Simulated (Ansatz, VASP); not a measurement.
## One calculation of InSb3, two programs

```
Sb In
1.0
     4.90063    0.00000    0.00000
     0.00000    4.90063    0.00000
     0.00000    0.00000    4.90063
Sb In
3 1
Direct
  0.50000 0.50000 0.00000
  0.00000 0.50000 0.50000
  0.50000 0.00000 0.50000
  0.00000 0.00000 0.00000
```

The cell comes from a database or a generator and needn't be the stable form of this composition.

Alike in both runs: task single point; functional PBEsol; k mesh 6 × 6 × 6; occupations fermi-dirac, width 0.05 eV; no spin polarisation.

```csv
,VASP,Ansatz
version,VASP 6.6.1,Ansatz 0.2.0
potentials or method,"VASP PAW PBE potentials, release 64 (Sb, In_d)",Ansatz PAW
plane-wave cutoff (eV),520,420
valence electrons in the cell,28,58
```

|  | VASP | Ansatz | Ansatz less VASP |
| --- | --- | --- | --- |
| gap on the k mesh at the Fermi level (eV) | none | none | - |
| pressure (GPa) | -5.0 | -5.0 | +0.04 |

A gap of «none» marks a metal or a gap that the smearing closes. The two sets of potentials don't hold the same shells in valence.

Caveats: the PAW data sets were made with another functional, which shifts forces and pressure a little (VASP); the PAW data sets come from PBE, with cores solved anew for the run's functional, which leaves a small shift of forces and pressure (Ansatz). The runs have no spin-orbit coupling, so splittings on Sb are missing.
